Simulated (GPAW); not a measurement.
Runs of GPAW 26.7.0 on MoP. It takes space group P-6m2 (No. 187, hexagonal). Conventional cell: a = 3.223 Å, b = 3.223 Å, c = 3.191 Å, α = 90.00°, β = 90.00°, γ = 120.00°. Mo (site symmetry -6m2) has 6 P at 2.45 Å as nearest neighbours. P (site symmetry -6m2) is surrounded by 6 Mo at 2.45 Å. 

```csv
task,level,potentials or basis,spin,cell,eigensolver,band path,band points,spin axis theta (degrees),spin axis phi (degrees),gap on the mesh (eV),pressure (GPa),relaxed volume (Å³/atom)
band structure,TPSS,"GPAW PAW data sets (gpaw-data 1.2.1), pw","SOC, no magnetisation",as given,davidson,"GMKGALHA,LM,KH",100,90,0,-,(b),-
band structure,LDA,"PAW data sets generated in the run's folder for this functional, pw",off,as given,-,"GMKGALHA,LM,KH",60,-,-,-,-7.4,-
relaxation of cell and atoms,SOGGA,"PAW data sets generated in the run's folder for this functional, pw",off,relaxed,-,-,-,-,-,none,0.0,14.14
relaxation of cell and atoms,PBEsol+D3(BJ),"PAW data sets generated in the run's folder for this functional, pw",off,relaxed,-,-,-,-,-,none,-0.2,(a)
relaxation of cell and atoms,PBEsol,"PAW data sets generated in the run's folder for this functional, pw",off,relaxed,-,-,-,-,-,none,0.0,14.15
```

Alike in all rows: k mesh 7 × 7 × 6; cutoff (eV) 600; smearing fermi-dirac 0.05 eV.

Problem. Estimate the missing entries.

Solution. (a) 13.77; (b) 1.1.

Caveats: later steps reuse the first step's grids (some runs); spin-orbit coupling was added after a scalar SCF, so levels and gaps hold it while energy, forces, pressure and moments don't (some runs); this program's spin-orbit splittings come out too wide for heavy elements (some runs); the PAW data sets were made with another functional, which shifts forces and pressure a little (some runs); pairwise dispersion overbinds metals, which lowers pressure and volume (some runs).

A k mesh can miss the band edges, and rows without SOC leave out spin-orbit coupling on Mo.

A gap of «none» marks a metal or a gap under the smearing width.

Runs at the PBE level aren't shown here.
